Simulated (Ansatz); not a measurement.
Crystal: InAs.

```xyz
2
Lattice="0.0000 3.0180 3.0180 3.0180 0.0000 3.0180 3.0180 3.0180 0.0000" Properties=species:S:1:pos:R:3 pbc="T T T"
In    0.0000    0.0000    0.0000
As    4.5270    4.5270    4.5270
```

Base run:

* Program: Ansatz 0.2.0
* Functional: PBE
* Potentials or basis: all-electron LAPW, scalar-relativistic
* Cutoff: 283 eV
* Density cutoff: 1132 eV
* Basis error allowed: 0.001 eV/atom
* k mesh: 8 × 8 × 8
* Occupations: fermi-dirac, width 0.05 eV
* Spin: no spin polarisation

Its results: pressure 4.3 GPa.

Task: The run is repeated on the same cell with these changes: functional from PBE to PBEsol. What comes out?

Result: Pressure 1.5 GPa.

PBEsol binds more tightly than PBE, so the same cell stands under less pressure.

Not every run made on this cell is shown here.
